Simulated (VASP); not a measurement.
# H2 in VASP: single point with HSE06

Aim: the single point of H2 with HSE06.

All numbers are computed with VASP 6.6.1; they aren't measurements. Logs are shortened: lines on timing, memory, paths and dates and some standing lists are left out, and cuts for length are marked.

### 1 The structure

The cell holds a molecule in a box, 2 atoms: a = 10.000 Å, b = 10.500 Å, c = 11.000 Å, α = 90.00°, β = 90.00°, γ = 90.00°.

### 2 Single point, HSE06

File POSCAR:

```
H
1.0
   10.0000000000      0.0000000000      0.0000000000
    0.0000000000     10.5000000000      0.0000000000
    0.0000000000      0.0000000000     11.0000000000
H
2
Direct
    0.5000000000      0.5000000000      0.4655300000
    0.5000000000      0.5000000000      0.5344700000
```

File INCAR.step1:

```
PREC = Accurate
ENCUT = 520
EDIFF = 1E-5
ISMEAR = 0
SIGMA = 0.02
LREAL = False
LASPH = True
NELM = 80
ALGO = Normal
ISIF = 2
LWAVE = True
NBANDS = 8
GGA = PE
```

File INCAR.step2:

```
PREC = Accurate
ENCUT = 520
EDIFF = 1E-7
ISMEAR = 0
SIGMA = 0.02
LREAL = False
LASPH = True
NELM = 80
ALGO = Normal
ISIF = 2
LWAVE = False
LCHARG = True
GGA = PE
LHFCALC = True
HFSCREEN = 0.2
PRECFOCK = Fast
LELF = True
LVHAR = True
NBANDS = 8
ISTART = 1
```

File KPOINTS:

```
Automatic mesh
0
Gamma
  1 1 1
```

Potentials or basis: VASP PAW PBE potentials, release 64 (H).

Run with:

```
$ cat potpaw_PBE.64/H/POTCAR > POTCAR
$ cp INCAR.step1 INCAR
$ mpirun -np 1 vasp_std > vasp.out
$ cp INCAR.step2 INCAR
$ mpirun -np 1 vasp_std > vasp.out
```

OUTCAR:

```text
PREC = Accurate
   ENCUT = 520
   EDIFF = 1E-7
   ISMEAR = 0
   LREAL = False
   LASPH = True
   NELM = 80
   ISIF = 2
   GGA = PE
   LHFCALC = True
   HFSCREEN = 0.2
   PRECFOCK = Fast
   ISTART = 1

 ion  position               nearest neighbor table
   1  0.500  0.500  0.466-   2 0.76
   2  0.500  0.500  0.534-   1 0.76

  LATTYP: Found a simple orthorhombic cell.
 ALAT       =    10.0000000000
 B/A-ratio  =     1.0500000000
 C/A-ratio  =     1.1000000000

  Lattice vectors:

 A1 = (  10.0000000000,   0.0000000000,   0.0000000000)
 A2 = (   0.0000000000,  10.5000000000,   0.0000000000)
 A3 = (   0.0000000000,   0.0000000000,  11.0000000000)

Analysis of symmetry for initial positions (statically):
=====================================================================
 Subroutine PRICEL returns:
 Original cell was already a primitive cell.

 Routine SETGRP: Setting up the symmetry group for a
 simple orthorhombic supercell.

 Subroutine GETGRP returns: Found  8 space group operations
 (whereof  8 operations were pure point group operations)
 out of a pool of  8 trial point group operations.

The static configuration has the point symmetry D_2h.

Analysis of symmetry for dynamics (positions and initial velocities):
=====================================================================
 Subroutine PRICEL returns:
 Original cell was already a primitive cell.

 Routine SETGRP: Setting up the symmetry group for a
 simple orthorhombic supercell.

 Subroutine GETGRP returns: Found  8 space group operations
 (whereof  8 operations were pure point group operations)
 out of a pool of  8 trial point group operations.

The dynamic configuration has the point symmetry D_2h.

 Subroutine INISYM returns: Found  8 space group operations
 (whereof  8 operations are pure point group operations),
 and found     1 'primitive' translations

----------------------------------------------------------------------------------------

                                     Primitive cell

  volume of cell :    1155.0000

  direct lattice vectors                    reciprocal lattice vectors
    10.000000000  0.000000000  0.000000000     0.100000000  0.000000000  0.000000000
[... 63 lines left out ...]
   LREAL  =      F    real-space projection
   EDIFFG = 0.1E-05   stopping-criterion for IOM
   NSW    =      0    number of steps for IOM
   IBRION =     -1    ionic relax: 0-MD 1-quasi-New 2-CG
   NFREE  =      0    steps in history (QN), initial steepest desc. (CG)
   ISIF   =      2    stress and relaxation
   ISYM   =      3    0-nonsym 1-usesym 2-fastsym
   POTIM  = 0.5000    time-step for ionic-motion
   TEBEG  =    0.0;   TEEND  =   0.0 temperature during run
   PSTRESS=    0.0 pullay stress
   NELECT =       2.0000    total number of electrons
   NUPDOWN=      -1.0000    fix difference up-down
   EMIN   =  10.00;   EMAX   =-10.00  energy-range for DOS
   EFERMI =   0.00;   METHOD = LEGACY
   ISMEAR =     0;   SIGMA  =   0.02  broadening in eV -4-tet -1-fermi 0-gaus
   EFERMI_NEDOS =   21; number of points for ismear=-14 and -15
   IALGO  =     38    algorithm
   IMIX   =      1    mixing-type and parameters
     AMIX     =   0.40;   BMIX     =  1.00
     AMIX_MAG =   1.60;   BMIX_MAG =  1.00
  volume/ion in A,a.u.               =     577.50      3897.16
  Fermi-wavevector in a.u.,A,eV,Ry     =   0.196588  0.371498  0.525823  0.038647
  Thomas-Fermi vector in A             =   0.945437
   LORBIT       =      0    0 simple, 1 ext, 2 COOP (PROOUT), +10 PAW based schemes
   GGA     = PE    functional components
   LHFCALC =     T    Hartree Fock is set to
   PRECFOCK=fast      Normal, Fast or Accurate (Low or Medium for compatibility)
   ENCUT4O =  -1.0   cutoff for four orbital integrals eV
   NKREDX  =     1    reduce k-point grid by
   NKREDY  =     1    reduce k-point grid by
   NKREDZ  =     1    reduce k-point grid by
   AEXX    =    0.2500 exact exchange contribution
   HFSCREEN=    0.2000 screening length (either q_TF or 0.3 A-1)
   HFSCREENC=   0.2000 screening length for correlation (either q_TF or 0.3 A-1)
   ENCUTFOCK=  -1.0 apply spherical cutoff to Coloumb kernel
   IVDW    =     0    specifies the selected vdW correction
   LEPSILON=     F    determine dielectric tensor
   LRPA    =     F    only Hartree local field effects (RPA)
 non-spin polarized calculation
 Gauss-broadening in eV      SIGMA  =   0.02
  energy-cutoff  :      520.00
  volume of cell :     1155.00
 maximum number of plane-waves:     31095
 NGX is ok and might be reduce to    80
  NGX = 40; NGY = 40; NGZ = 42

 number of electron       2.0000000 magnetization

 Free energy of the ion-electron system (eV)
  ---------------------------------------------------
  ext. energy  EPLUGINS =         0.00000000
  ---------------------------------------------------
  free energy    TOTEN  =        -7.82847428 eV

  energy without entropy =       -7.82847428  energy(sigma->0) =       -7.82847428

 E-fermi : -11.3606     XC(G=0):  -0.3072

 val. band max:      -11.4780814298   @ k =   0.0000   0.0000   0.0000
 cond. band min:      -0.1279062410   @ k =   0.0000   0.0000   0.0000
 fundamental gap:     11.3501751888
 Fermi energy:       -11.3605668056

 k-point     1 :       0.0000    0.0000    0.0000
  band No.  band energies     occupation
      1     -11.4781      2.00000
      2      -0.1279      0.00000
      3       0.5109      0.00000
      4       0.9593      0.00000
      5       1.0614      0.00000
      6       1.1446      0.00000
      7       1.2604      0.00000
      8       1.4002      0.00000

------------------------ aborting loop because EDIFF is reached ----------------------------------------

  FORCE on cell =-STRESS in cart. coord.  units (eV):
  Direction    XX          YY          ZZ          XY          YZ          ZX
  --------------------------------------------------------------------------------------
  -------------------------------------------------------------------------------------
  Total       -0.0224798     -0.0152825     -0.3999793      0.0000000      0.0000000      0.0000000
  in kB       -0.0311832     -0.0211994     -0.5548378      0.0000000      0.0000000      0.0000000
  external PRESSURE =      -0.2024068 kB  Pullay stress =       0.0000000 kB

 VOLUME and BASIS-vectors are now :
 -----------------------------------------------------------------------------
  energy-cutoff  :      520.00
  volume of cell :     1155.00
      direct lattice vectors                 reciprocal lattice vectors
    10.000000000  0.000000000  0.000000000     0.100000000  0.000000000  0.000000000
     0.000000000 10.500000000  0.000000000     0.000000000  0.095238095  0.000000000
     0.000000000  0.000000000 11.000000000     0.000000000  0.000000000  0.090909091

 POSITION                                       TOTAL-FORCE (eV/Angst)
 -----------------------------------------------------------------------------------
      5.00000      5.25000      5.12083         0.000000      0.000000      0.479564
      5.00000      5.25000      5.87917         0.000000      0.000000     -0.479564
 -----------------------------------------------------------------------------------
    total drift:                               -0.000000      0.000000      0.000000

  FREE ENERGIE OF THE ION-ELECTRON SYSTEM (eV)
  ---------------------------------------------------
  free  energy   TOTEN  =        -7.8284742761 eV

  energy  without entropy=       -7.8284742761  energy(sigma->0) =       -7.82847428
```

OUTCAR.step1:

```text
PREC = Accurate
   ENCUT = 520
   EDIFF = 1E-5
   ISMEAR = 0
   LREAL = False
[... 211 lines left out ...]
      5.00000      5.25000      5.12083         0.000000      0.000000      0.282919
      5.00000      5.25000      5.87917         0.000000      0.000000     -0.282919
 -----------------------------------------------------------------------------------
    total drift:                                0.000000      0.000000      0.000000

  FREE ENERGIE OF THE ION-ELECTRON SYSTEM (eV)
  ---------------------------------------------------
  free  energy   TOTEN  =        -6.7711535975 eV

  energy  without entropy=       -6.7711535975  energy(sigma->0) =       -6.77115360
```

Run time: 2.6 min. Hardware: 1 thread of Intel Xeon 6975P-C (Granite Rapids), shared host; peak memory 0.99 GiB.

Results:

```yaml
Free_energy: -7.8285 eV
Largest_force: 0.480 eV/Å
Gap_between_the_frontier_levels: 11.35 eV
```

Forces in eV/Å, atoms in the order of the input:
```
H    0.000  0.000  0.480
H    0.000  0.000 -0.480
```

Caveat: the PAW data sets were made with another functional, which shifts forces and pressure a little.
